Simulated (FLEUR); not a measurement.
**Fe: equation of state with PBEsol**

Fe:

```
CELL_PARAMETERS angstrom
2.43416 0.00000 0.00000
-1.21708 2.10804 0.00000
0.00000 0.00000 3.84193
ATOMIC_POSITIONS crystal
Fe 0.66667 0.33333 0.75000
Fe 0.33333 0.66667 0.25000
```

This isn't the form of Fe at room conditions, which is bcc.

| Quantity | Value |
| --- | --- |
| Program | FLEUR MaX-R8.1 (later development tree) |
| Task | equation of state |
| Functional | PBEsol |
| Potentials or basis | all-electron |
| Basis | FLAPW |
| Kmax | 4.85 1/bohr |
| k mesh | 12 × 12 × 7 |
| Occupations | fermi-dirac, width 0.05 eV |
| Spin | collinear spin, program default start |
| Gmax | 15 1/bohr |
| Muffin-tin radii | Fe 2.02 bohr |
| lmax | Fe 8 |
| lnonsphr | Fe 8 |
| Local orbitals a species | Fe 5 |

```
Equilibrium volume                        : 9.81 Å³/atom
Bulk modulus at fixed shape and positions : 324 GPa
Pressure derivative of the bulk modulus   : 4.5 (rough: it moves with the points fitted)
```

Energy against volume, from the lowest point:
```csv
volume (Å³/atom),energy (meV/atom)
9.266,33.72
9.463,13.07
9.660,2.16
9.857,0.00
10.251,18.28
```

Caveat: the cell was scaled at fixed shape and fractional positions, which overstates the stiffness of a crystal with free parameters, most of all of layers and chains.
